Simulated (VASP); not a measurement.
## VASP 6.6.1 run: PbS

INCAR

```
GGA = PE
ISMEAR = -1
IBRION = -1
ENCUT = 350
LWAVE = .FALSE.
NELM = 71
ISIF = 2
PREC = Accurate
NSW = 0
EDIFF = 1E-8
LASPH = .TRUE.
NBANDS = 17
SIGMA = 0.02
LREAL = .FALSE.
LCHARG = .FALSE.
```

KPOINTS

```
KPOINTS created by Atomic Simulation Environment
0
Gamma
8 8 8
0 0 0
```

POSCAR

```
Pb S
 1.0000000000000000
    -0.1228370319000000    2.9540126245999998    2.9540126245999998
     2.9540126245999998   -0.1228370319000000    2.9540126245999998
     2.9540126245999998    2.9540126245999998   -0.1228370319000000
 Pb  S
   1   1
Cartesian
  0.0000000000000000  0.0000000000000000  0.0000000000000000
  2.8925941086500000  2.8925941086500000  2.8925941086500000
```

The recommended PBE PAW datasets give the neutral cell 20 valence electrons.

Command

```
mpirun -np 1 vasp_std
```

How does this run end, and what does it give?

It converged. Results: gap between bands v and c on the k mesh 0.17 eV; least direct gap on the k mesh 0.48 eV; pressure -0.9 GPa. Band v is the last that the valence electrons fill when counted band by band, and c is the next.

OSZICAR

```
N       E                     dE             d eps       ncg     rms          rms(c)
DAV:   1     0.140655203606E+03    0.14066E+03   -0.76644E+03  2210   0.908E+02
DAV:   2     0.948242282628E+00   -0.13971E+03   -0.13481E+03  2417   0.269E+02
DAV:   3    -0.906224967408E+01   -0.10010E+02   -0.99557E+01  2881   0.800E+01
DAV:   4    -0.927650128429E+01   -0.21425E+00   -0.21406E+00  2870   0.134E+01
DAV:   5    -0.928489334300E+01   -0.83921E-02   -0.83915E-02  3230   0.242E+00    0.428E+00
DAV:   6    -0.874595721482E+01    0.53894E+00   -0.15907E+00  3407   0.799E+00    0.301E+00
DAV:   7    -0.874720211415E+01   -0.12449E-02   -0.14504E-01  2575   0.185E+00    0.179E+00
DAV:   8    -0.875086498126E+01   -0.36629E-02   -0.18362E-02  2574   0.141E+00    0.352E-01
DAV:   9    -0.875020329311E+01    0.66169E-03   -0.40804E-03  3500   0.521E-01    0.982E-02
DAV:  10    -0.875043933500E+01   -0.23604E-03   -0.43019E-04  2440   0.116E-01    0.745E-02
DAV:  11    -0.875044336121E+01   -0.40262E-05   -0.65653E-05  3074   0.873E-02    0.153E-02
DAV:  12    -0.875044436295E+01   -0.10017E-05   -0.42412E-06  2791   0.207E-02    0.279E-03
DAV:  13    -0.875044435909E+01    0.38617E-08   -0.19691E-07  3072   0.498E-03    0.933E-04
DAV:  14    -0.875044437633E+01   -0.17245E-07   -0.12696E-07  2472   0.183E-03    0.281E-04
DAV:  15    -0.875044439530E+01   -0.18966E-07   -0.42005E-09  2625   0.690E-04    0.214E-04
DAV:  16    -0.875044441308E+01   -0.17788E-07   -0.58812E-10  1383   0.181E-04    0.296E-05
DAV:  17    -0.875044441265E+01    0.43497E-09   -0.10098E-10  1383   0.148E-04
   1 F= -.87504444E+01 E0= -.87504353E+01  d E =-.182082E-04
```

For comparison, a separate PBE run of the intended cell, on usual settings and not on those above, gives a gap of 0.17 eV on its mesh and a pressure of -0.7 GPa.
